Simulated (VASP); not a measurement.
An input for Ansatz (written as the equivalent of a VASP run, and not itself run):

Ansatz 0.2 input:
```yaml
crystal:
  lattice:
    - [2.6900000, 0.0000000, 0.0000000]
    - [0.0000000, 2.6900000, 0.0000000]
    - [0.0000000, 0.0000000, 3.7000000]
  atoms:
    - { symbol: Co, position: [0.0000000, 0.0000000, 0.0000000], spin: 2 }
    - { symbol: Pt, position: [0.5000000, 0.5000000, 0.5000000] }
kpoints:
  mp_grid: { grid: [12, 12, 9] }
hamiltonian:
  xc: pbe
  pseudopotentials: { kind: paw }
magnetization: { spin_polarized: true }
scf:
  occupations: { method: methfessel_paxton, width: 0.1 }
  max_iter: 100
output: { forces: true, stress: true, eigenvalues: true }
```

Problem. Write the VASP files for the same calculation (PBE).

Solution. Several could match; the one computed here: 
INCAR:
```
# general
SYSTEM =CoPt
PREC   =Accurate
ENCUT  =400   # plane-wave cut-off (eV)
LREAL  =.FALSE.
LASPH  =.TRUE.   # aspherical one-centre terms

# electronic loop
EDIFF  =1E-6   # SCF stop (eV)
NELM   =100   # most electronic steps
ALGO   =Normal
LMAXMIX=6

# smearing
ISMEAR =1   # Methfessel-Paxton
SIGMA  =0.1   # width (eV)

# functional
GGA    =PE   # PBE

# spin
ISPIN  =2   # spin-polarised
MAGMOM =2.0 0.0

# ions
ISIF   =2

# output
LWAVE  =.FALSE.
LCHARG =.FALSE.
LORBIT =10
```

POSCAR:
```
CoPt
1
    2.6900000000     0.0000000000     0.0000000000
    0.0000000000     2.6900000000     0.0000000000
    0.0000000000     0.0000000000     3.7000000000
Co Pt
1 1
Direct
  0.0000000000   0.0000000000   0.0000000000
  0.5000000000   0.5000000000   0.5000000000
```

File KPOINTS:
```
Automatic mesh
0
Gamma
12 12 9
0 0 0
```

POTCAR, in this order: Co Pt (PBE.64 set). Program: vasp_std.

Limits of the translation: each code has its own PAW files, so the cut-off isn't converted (ENCUT is set for VASP's; basis.ecutwfc is left out, and Ansatz then takes the one that its files recommend); Ansatz stops its SCF on the density residual and VASP on the energy change (EDIFF).

The compound is CoPt in the L1_0 structure. The cell was not relaxed at this level.
